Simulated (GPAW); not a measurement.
Computed results, one entry a study.

```xyz
2
Lattice="0.000 3.061 3.061 3.061 0.000 3.061 3.061 3.061 0.000" Properties=species:S:1:pos:R:3 pbc="T T T" subject="How the form of the self-energy moves the gap of PbSe (Clausthalite)" method="DFT, PBE, plane waves, PAW (and 3 further levels or steps)" program="GPAW 26.7.0" settings_of_one_run="cutoff 450 eV, GPAW PAW setups 1.2.1 data release, 4×4×4 k-mesh, nbands 686" cost="6 runs, 48 min in all on 4 MPI ranks of Arm Neoverse V1, shared host (the runs of this entry)" notes="The cell and positions come from the Crystallography Open Database and are kept as given unless a step says otherwise. Limits: no spin-orbit coupling. Bands and cutoff are finite, so the gap is not at the basis limit. The miss can reach some tenths of an eV and take either sign; the mesh is an error of its own. The 4×4×4 mesh is coarse for this cell, which bears on the long-range parts of exchange and screening. With atoms this heavy and so narrow a gap, spin-orbit coupling can invert the bands. These scalar-relativistic gaps are then model values, not to be set against experiment, and a spin-orbit change taken from DFT can’t simply be added." g0w0_godby_needs_plasmon_pole="0.370 eV" one_shot_hse06="0.607 eV" g0w0_extrapolated_in_the_cutoff="0.437 eV" one_shot_pbe0="1.211 eV" g0w0_full_frequency_hilbert_transform="0.429 eV" known_limits="not at the basis limit; model gap, bands may invert with spin-orbit coupling; no spin-orbit coupling; coarse k mesh"
Pb    0.000    0.000    0.000
Se    3.061    3.061    3.061
```

[Paths, hosts, dates, memory and timing lines, banners, echoed tables and standing remarks are left out of the program output.]

[Logs are printed without paths, hosts, clocks, repeated set-up lines and the standing remarks that a program may print on its own settings, such as how far it seeks lower states.]

[Runs of the session that timed out or met a known fault of the program may be left out.]

[Hosts, paths, dates, database ids (printed as entryN), source tags and the programs' standing remarks are cut or masked in the printed files.]
